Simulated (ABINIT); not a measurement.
# Ir in ABINIT: the effect of functional

The system is Ir.

```
Ir
1.0
     2.75138    0.00000    0.00000
    -1.37569    2.38276    0.00000
     0.00000    0.00000    4.46229
Ir
2
Direct
  0.33333 0.66667 0.25000
  0.66667 0.33333 0.75000
```

This isn't the form of Ir at room conditions, which is fcc.

Alike in all runs:

| Quantity | Value |
| --- | --- |
| Program | ABINIT 10.8.3 (patched build) |
| Task | band structure |
| Potentials or basis | JTH PAW PBE v2.0 |
| Cutoff | 517 eV |
| k mesh | 11 × 11 × 6 |
| Occupations | fermi-dirac, width 0.05 eV |
| Spin | no spin polarisation |

Q: One run gave: pressure -11.9 GPa. Which functional did it use?
A. BLYP
B. PBEsol
C. AM05
D. LDA
E. r2SCAN

A: B.

```csv
functional,pressure (GPa)
LDA,-16.8
PBEsol,-11.9
BLYP,15.6
AM05,-14.9
r2SCAN,-7.5
SCAN,-18.9
```

Caveats: the PAW data sets were made with another functional, which shifts forces and pressure a little.
